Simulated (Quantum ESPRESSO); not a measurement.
# Ti (P6_3/mmc) in Quantum ESPRESSO: further runs

Runs on Ti. Level: r2SCAN. Tasks: single point, equation of state.

Program: Quantum ESPRESSO 7.5. These are calculated values, not measurements. Logs are shortened: lines on timing, memory, paths and dates and some standing lists are left out, and cuts for length are marked.

**1. The structure**

The structure is hexagonal, space group P6_3/mmc (No. 194). The conventional cell has a = 2.950 Å, b = 2.950 Å, c = 4.680 Å, α = 90.00°, β = 90.00°, γ = 120.00°. Ti (site symmetry -6m2) is surrounded by 12 Ti at 2.89 to 2.95 Å.

**2. Single point, r2SCAN, 16.58 Å³/atom**

pw.in

```
&CONTROL
  calculation = 'scf'
  prefix = 'pwscf'
  outdir = './tmp'
  pseudo_dir = './pseudo'
  tstress = .true.
  disk_io = 'nowf'
/
&SYSTEM
  ibrav = 0
  nat = 2
  ntyp = 1
  ecutwfc = 70
  nbnd = 19
  input_dft = 'r2scan'
  occupations = 'smearing'
  smearing = 'fd'
  degauss = 0.00367493
  nosym = .true.
  nr1 = 36
  nr2 = 36
  nr3 = 60
/
&ELECTRONS
  conv_thr = 1d-08
  electron_maxstep = 120
  mixing_beta = 0.5
/
ATOMIC_SPECIES
Ti    47.8670 Ti_ONCV_PBE-1.2.upf
CELL_PARAMETERS angstrom
   2.8897790207    0.0000000000    0.0000000000
  -1.4448895104    2.5026220433    0.0000000000
   0.0000000000    0.0000000000    4.5844629888
ATOMIC_POSITIONS crystal
Ti     0.6666666667    0.3333333333    0.7500000000
Ti     0.3333333333    0.6666666667    0.2500000000
K_POINTS automatic
8 8 4 0 0 0
```

Potentials or basis: SG15 PBE 1.2.

The run is started by

```sh
OMP_NUM_THREADS=1 mpirun -n 2 pw.x -nk 2 -in pw.in > pw.out
```

pw.out:

```text
This program is part of the open-source Quantum ESPRESSO suite
     for quantum simulation of materials; please cite
         "P. Giannozzi et al., J. Phys.:Condens. Matter 21 395502 (2009);
         "P. Giannozzi et al., J. Phys.:Condens. Matter 29 465901 (2017);
         "P. Giannozzi et al., J. Chem. Phys. 152 154105 (2020);
     in publications or presentations arising from this work. More details at

     IMPORTANT: XC functional enforced from input :
     Exchange-correlation= R2SCAN
                           (   0   0   0   0   0 497 498)
     Any further DFT definition will be discarded
     Please, verify this is what you really want

     K-points division:     npool     =       2
     Subspace diagonalization in iterative solution of the eigenvalue problem:
     a serial algorithm will be used

     G-vector sticks info
     --------------------
     sticks:   dense  smooth     PW     G-vecs:    dense   smooth      PW
     Sum         583     583    187                17753    17753    3345

     Using Slab Decomposition

     bravais-lattice index     =            0
     lattice parameter (alat)  =       5.4609  a.u.
     unit-cell volume          =     223.7407 (a.u.)^3
     number of atoms/cell      =            2
     number of atomic types    =            1
     number of electrons       =        24.00
     number of Kohn-Sham states=           19
     kinetic-energy cutoff     =      70.0000  Ry
     charge density cutoff     =     280.0000  Ry
     scf convergence threshold =      1.0E-08
     mixing beta               =       0.5000
     number of iterations used =            8  plain     mixing
     Exchange-correlation= R2SCAN
                           (   0   0   0   0   0 497 498)

     celldm(1)=   5.460891  celldm(2)=   0.000000  celldm(3)=   0.000000
     celldm(4)=   0.000000  celldm(5)=   0.000000  celldm(6)=   0.000000

     crystal axes: (cart. coord. in units of alat)
               a(1) = (   1.000000   0.000000   0.000000 )
               a(2) = (  -0.500000   0.866025   0.000000 )
               a(3) = (   0.000000   0.000000   1.586441 )

     reciprocal axes: (cart. coord. in units 2 pi/alat)
               b(1) = (  1.000000  0.577350 -0.000000 )
               b(2) = (  0.000000  1.154701  0.000000 )
               b(3) = (  0.000000 -0.000000  0.630342 )

     PseudoPot. # 1 for Ti read from file:
     Ti_ONCV_PBE-1.2.upf
     Pseudo is Norm-conserving, Zval = 12.0
     Generated using ONCVPSP code by D. R. Hamann
     Using radial grid of  602 points,  6 beta functions with:
                l(1) =   0
                l(2) =   0
                l(3) =   1
                l(4) =   1
                l(5) =   2
                l(6) =   2

     atomic species   valence    mass     pseudopotential
     Ti               12.00    47.86700     Ti( 1.00)

     No symmetry found

   Cartesian axes

     site n.     atom                  positions (alat units)
         1        Ti     tau(   1) = (   0.5000000   0.2886751   1.1898305  )
         2        Ti     tau(   2) = (  -0.0000000   0.5773503   0.3966102  )

     number of k points=   132  Fermi-Dirac smearing, width (Ry)=  0.0037

     Number of k-points >= 100: set verbosity='high' to print them.

     Dense  grid:    17753 G-vectors     FFT dimensions: (  36,  36,  60)

     WARNING: libxc functional with ID  497 depends
      on external parameters: check the user_guide of
      QE if you need to modify them or to check their
      default values.

     WARNING: libxc functional with ID  498 depends
      on external parameters: check the user_guide of
      QE if you need to modify them or to check their
      default values.

     Initial potential from superposition of free atoms

     starting charge      23.7805, renormalised to      24.0000
     Starting wfcs are random

     Self-consistent Calculation

     iteration #  1     ecut=    70.00 Ry     beta= 0.50
     Davidson diagonalization with overlap
     ethr =  1.00E-02,  avg # of iterations = 10.8

     total energy              =    -230.69271608 Ry
     estimated scf accuracy    <      23.44594909 Ry

     iteration #  2     ecut=    70.00 Ry     beta= 0.50
     Davidson diagonalization with overlap
     ethr =  1.00E-02,  avg # of iterations =  1.0

     total energy              =    -230.78251762 Ry
     estimated scf accuracy    <       5.25897086 Ry

     iteration #  3     ecut=    70.00 Ry     beta= 0.50
     Davidson diagonalization with overlap
     ethr =  1.00E-02,  avg # of iterations =  1.0

     total energy              =    -230.79304189 Ry
     estimated scf accuracy    <       0.06935043 Ry

     iteration #  4     ecut=    70.00 Ry     beta= 0.50
     Davidson diagonalization with overlap
     ethr =  2.89E-04,  avg # of iterations =  3.7

     total energy              =    -230.79515928 Ry
     estimated scf accuracy    <       0.08319847 Ry

     iteration #  5     ecut=    70.00 Ry     beta= 0.50
     Davidson diagonalization with overlap
     ethr =  2.89E-04,  avg # of iterations =  1.2

     total energy              =    -230.79740194 Ry
     estimated scf accuracy    <       0.00651675 Ry

     iteration #  6     ecut=    70.00 Ry     beta= 0.50
     Davidson diagonalization with overlap
     ethr =  2.72E-05,  avg # of iterations =  3.1

     total energy              =    -230.79786275 Ry
     estimated scf accuracy    <       0.00079496 Ry

     iteration #  7     ecut=    70.00 Ry     beta= 0.50
     Davidson diagonalization with overlap
     ethr =  3.31E-06,  avg # of iterations =  2.8

     total energy              =    -230.79788091 Ry
     estimated scf accuracy    <       0.00041971 Ry

     iteration #  8     ecut=    70.00 Ry     beta= 0.50
     Davidson diagonalization with overlap
     ethr =  1.75E-06,  avg # of iterations =  1.2

     total energy              =    -230.79789626 Ry
     estimated scf accuracy    <       0.00002473 Ry

     iteration #  9     ecut=    70.00 Ry     beta= 0.50
     Davidson diagonalization with overlap
     ethr =  1.03E-07,  avg # of iterations =  2.0

     total energy              =    -230.79789704 Ry
     estimated scf accuracy    <       0.00000832 Ry

     iteration # 10     ecut=    70.00 Ry     beta= 0.50
     Davidson diagonalization with overlap
     ethr =  3.47E-08,  avg # of iterations =  1.3

     total energy              =    -230.79789736 Ry
     estimated scf accuracy    <       0.00000015 Ry

     iteration # 11     ecut=    70.00 Ry     beta= 0.50
     Davidson diagonalization with overlap
     ethr =  6.26E-10,  avg # of iterations =  3.7

     total energy              =    -230.79789742 Ry
     estimated scf accuracy    <       0.00000016 Ry

     iteration # 12     ecut=    70.00 Ry     beta= 0.50
     Davidson diagonalization with overlap
     ethr =  6.26E-10,  avg # of iterations =  1.0

     End of self-consistent calculation

     Number of k-points >= 100: set verbosity='high' to print the bands.

     the Fermi energy is    14.3973 ev

!    total energy              =    -230.79789742 Ry
     estimated scf accuracy    <          3.2E-09 Ry
     smearing contrib. (-TS)   =      -0.00056294 Ry
     internal energy E=F+TS    =    -230.79733449 Ry

     The total energy is F=E-TS. E is the sum of the following terms:
     one-electron contribution =     -74.46138637 Ry
     hartree contribution      =      44.93166362 Ry
     xc contribution           =     -28.66198117 Ry
     ewald contribution        =    -172.60563057 Ry

     convergence has been achieved in  12 iterations

     Computing stress (Cartesian axis) and pressure

          total   stress  (Ry/bohr**3)                   (kbar)     P=       55.30
   0.00038694  -0.00000001  -0.00000000           56.92       -0.00       -0.00
  -0.00000001   0.00038693  -0.00000001           -0.00       56.92       -0.00
  -0.00000000  -0.00000001   0.00035396           -0.00       -0.00       52.07

=------------------------------------------------------------------------------=
   JOB DONE.
=------------------------------------------------------------------------------=
```

It took 3.3 min on 2 MPI ranks of Arm Neoverse V2, shared host; peak memory 0.24 GiB.

What came out:

| Item | Value |
| --- | --- |
| Free energy | -3140.1654 eV |
| Pressure | 5.5 GPa |
| Band gap on the k mesh | none (metal or under the smearing width) |

Caveat: the k mesh is coarse; the potentials were made for another functional, which shifts forces and pressure.

**3. Single point, r2SCAN, 16.93 Å³/atom**

pw.in: that of step 2 with these lines changed.

```diff
@@ -31,5 +31,5 @@
 CELL_PARAMETERS angstrom
-   2.8897790207    0.0000000000    0.0000000000
-  -1.4448895104    2.5026220433    0.0000000000
-   0.0000000000    0.0000000000    4.5844629888
+   2.9101302477    0.0000000000    0.0000000000
+  -1.4550651239    2.5202467229    0.0000000000
+   0.0000000000    0.0000000000    4.6167490031
 ATOMIC_POSITIONS crystal
```

Potentials or basis: SG15 PBE 1.2.

The run is started by

```sh
OMP_NUM_THREADS=1 mpirun -n 2 pw.x -nk 2 -in pw.in > pw.out
```

Wall time 3.5 min (2 MPI ranks of Arm Neoverse V2, shared host); peak memory 0.24 GiB.

Results (log left out):

| Quantity | Value |
| --- | --- |
| Free energy | -3140.1835 eV |
| Pressure | 2.7 GPa |
| Band gap on the k mesh | none (metal or under the smearing width) |

Caveat: the k mesh is coarse; the potentials were made for another functional, which shifts forces and pressure.

**4. Single point, r2SCAN, 17.28 Å³/atom**

pw.in: that of step 3 with these lines changed.

```diff
@@ -31,5 +31,5 @@
 CELL_PARAMETERS angstrom
-   2.9101302477    0.0000000000    0.0000000000
-  -1.4550651239    2.5202467229    0.0000000000
-   0.0000000000    0.0000000000    4.6167490031
+   2.9302007457    0.0000000000    0.0000000000
+  -1.4651003729    2.5376282840    0.0000000000
+   0.0000000000    0.0000000000    4.6485896576
 ATOMIC_POSITIONS crystal
```

The run is started by

```sh
OMP_NUM_THREADS=1 mpirun -n 2 pw.x -nk 2 -in pw.in > pw.out
```

Wall time 3.6 min (2 MPI ranks of Arm Neoverse V2, shared host); peak memory 0.24 GiB.

It converged, with:

```
Free energy            : -3140.1897 eV
Pressure               : 0.1 GPa
Band gap on the k mesh : none (metal or under the smearing width)
```

Caveat: the k mesh is coarse; the potentials were made for another functional, which shifts forces and pressure.

**5. Single point, r2SCAN, 17.64 Å³/atom**

pw.in: that of step 4 with these lines changed.

```diff
@@ -31,5 +31,5 @@
 CELL_PARAMETERS angstrom
-   2.9302007457    0.0000000000    0.0000000000
-  -1.4651003729    2.5376282840    0.0000000000
-   0.0000000000    0.0000000000    4.6485896576
+   2.9500000000    0.0000000000    0.0000000000
+  -1.4750000000    2.5547749412    0.0000000000
+   0.0000000000    0.0000000000    4.6800000000
 ATOMIC_POSITIONS crystal
```

The run is started by

```sh
OMP_NUM_THREADS=1 mpirun -n 2 pw.x -nk 2 -in pw.in > pw.out
```

It took 3.7 min on 2 MPI ranks of Arm Neoverse V2, shared host; peak memory 0.24 GiB.

Results (log left out):

```
Free energy            : -3140.1851 eV
Pressure               : -2.2 GPa
Band gap on the k mesh : none (metal or under the smearing width)
```

Caveat: the k mesh is coarse; the potentials were made for another functional, which shifts forces and pressure.

**6. Single point, r2SCAN, 17.99 Å³/atom**

pw.in: that of step 5 with these lines changed.

```diff
@@ -31,5 +31,5 @@
 CELL_PARAMETERS angstrom
-   2.9500000000    0.0000000000    0.0000000000
-  -1.4750000000    2.5547749412    0.0000000000
-   0.0000000000    0.0000000000    4.6800000000
+   2.9695369932    0.0000000000    0.0000000000
+  -1.4847684966    2.5716944736    0.0000000000
+   0.0000000000    0.0000000000    4.7109942807
 ATOMIC_POSITIONS crystal
```

Potentials or basis: SG15 PBE 1.2.

The run is started by

```sh
OMP_NUM_THREADS=1 mpirun -n 2 pw.x -nk 2 -in pw.in > pw.out
```

It took 3.6 min on 2 MPI ranks of Arm Neoverse V2, shared host; peak memory 0.24 GiB.

The run converged. Its results:

```
Free energy            : -3140.1705 eV
Pressure               : -4.4 GPa
Band gap on the k mesh : none (metal or under the smearing width)
```

Caveat: the k mesh is coarse; the potentials were made for another functional, which shifts forces and pressure.

**7. Single point, r2SCAN, 18.34 Å³/atom**

pw.in: that of step 6 with these lines changed.

```diff
@@ -31,5 +31,5 @@
 CELL_PARAMETERS angstrom
-   2.9695369932    0.0000000000    0.0000000000
-  -1.4847684966    2.5716944736    0.0000000000
-   0.0000000000    0.0000000000    4.7109942807
+   2.9888202413    0.0000000000    0.0000000000
+  -1.4944101206    2.5883942563    0.0000000000
+   0.0000000000    0.0000000000    4.7415860099
 ATOMIC_POSITIONS crystal
```

The run is started by

```sh
OMP_NUM_THREADS=1 mpirun -n 2 pw.x -nk 2 -in pw.in > pw.out
```

It took 3.8 min on 2 MPI ranks of Arm Neoverse V2, shared host; peak memory 0.24 GiB.

It converged, with:

- Free energy: -3140.1469 eV
- Pressure: -6.4 GPa
- Band gap on the k mesh: none (metal or under the smearing width)

Caveat: the k mesh is coarse; the potentials were made for another functional, which shifts forces and pressure.

**8. Single point, r2SCAN, 18.69 Å³/atom**

pw.in: that of step 7 with these lines changed.

```diff
@@ -31,5 +31,5 @@
 CELL_PARAMETERS angstrom
-   2.9888202413    0.0000000000    0.0000000000
-  -1.4944101206    2.5883942563    0.0000000000
-   0.0000000000    0.0000000000    4.7415860099
+   3.0078578261    0.0000000000    0.0000000000
+  -1.5039289131    2.6048812885    0.0000000000
+   0.0000000000    0.0000000000    4.7717880089
 ATOMIC_POSITIONS crystal
```

The run is started by

```sh
OMP_NUM_THREADS=1 mpirun -n 2 pw.x -nk 2 -in pw.in > pw.out
```

Wall time 3.6 min (2 MPI ranks of Arm Neoverse V2, shared host); peak memory 0.24 GiB.

The run converged. Its results:

```yaml
Free_energy: -3140.1150 eV
Pressure: -8.1 GPa
Band_gap_on_the_k_mesh: none (metal or under the smearing width)
```

Caveat: the k mesh is coarse; the potentials were made for another functional, which shifts forces and pressure.

**9. Equation of state, r2SCAN**

Potentials or basis: SG15 PBE 1.2.

This step only gathers the single runs of the series.

What came out:

```
Equilibrium volume                        : 17.30 Å³/atom
Bulk modulus at fixed shape and positions : 120 GPa
Pressure derivative of the bulk modulus   : 3.4
```

Energy against volume, from the lowest point:
| volume (Å³/atom) | energy (meV/atom) |
| --- | --- |
| 16.577 | 12.19 |
| 16.930 | 3.12 |
| 17.283 | 0.00 |
| 17.636 | 2.32 |
| 17.988 | 9.60 |
| 18.341 | 21.43 |
| 18.694 | 37.40 |

Caveat: the k mesh is coarse; the potentials were made for another functional, which shifts forces and pressure; the cell was scaled at fixed shape and fractional positions, which overstates the stiffness of a crystal with free parameters, most of all of layers and chains.

**10. The reference run**

An earlier run on the cell as given: functional PBEsol; potentials or basis GBRV 1.5 PBEsol; cutoff 612 eV; density cutoff 4898 eV; k mesh 10 × 10 × 6; occupations fermi-dirac, width 0.05 eV; no spin polarisation.

* Pressure: -5.7 GPa
* Band gap on the k mesh: none (metal or under the smearing width)
